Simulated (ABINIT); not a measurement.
## Ga in ABINIT: convergence with cutoff

Input of the first run (cutoff 6 Ha); the others differ in this setting and in those tied to it:

run.abi

```
# Pseudopotentials
pp_dirpath "./"
pseudos "Ga.hgh"

# Structure
acell 3*1.0
rprim
     2.6134912304    -7.6089822408     0.0000000000
     2.6134912304     7.6089822408     0.0000000000
    -0.2219435992     0.0000000000     6.2926546590
ntypat 1
znucl 31
natom 2
typat 1 1
xred
     0.1169910000     0.8568350000     0.7483420000
     0.8666660000     0.1324240000     0.2366280000
chkprim 0
chksymtnons 0
tolsym 1.0e-6

# Plane-wave basis
ecut 6.0

# k points
kptopt 1
ngkpt 10 10 8
nshiftk 1
shiftk 0.0 0.0 0.0

# Exchange and correlation
ixc 7

# Bands and occupations
nband 7
occopt 7
tsmear 0.00183747

# SCF cycle
nstep 100
tolvrs 1.0e-10

# Output
iomode 3
prtwf 0
prtden 0
prteig 0
prtebands 0
enunit 2
```

Potentials or basis: HGH LDA.

Launch:

```console
$ abinit run.abi > log 2>&1
```

The cell isn't the ideal one: atoms moved at random, drawn with an rms of 0.05 Å.

This isn't the form of Ga at room conditions, which is orthorhombic.

Hardware: 1 thread of Arm Neoverse V2, on a shared host.

| cutoff | energy less the tightest run, at zero smearing (meV/atom) | largest force (eV/Å) | SCF cycles | CPU time (s) | peak memory (GiB) |
| --- | --- | --- | --- | --- | --- |
| 6 Ha | 261.79 | 0.187 | 7 | 8.1 | 0.06 |
| 7.5 Ha | 93.42 | 0.135 | 7 | 10 | 0.07 |
| 9 Ha | 28.97 | 0.147 | 7 | 16 | 0.07 |
| 10.5 Ha | 7.76 | 0.153 | 7 | 19 | 0.07 |
| 13 Ha | 1.03 | 0.150 | 7 | 32 | 0.08 |
| 15 Ha | 0.25 | 0.150 | 7 | 35 | 0.09 |
| 17 Ha | 0.06 | 0.150 | 7 | 37 | 0.09 |
| 20 Ha | 0.01 | 0.150 | 7 | 54 | 0.1 |
| 24 Ha | 0.00 | 0.150 | 7 | 65 | 0.12 |

Against the tightest run, the energy stays within 1 meV/atom from 15 Ha on; the largest force stays within 0.005 eV/Å from 9 Ha on. The tightest run that finished is the yardstick and may itself not be fully converged.

Caveat, for the tightest run too: HGH potentials are hard and often keep d shells in the core, so these values are rough.
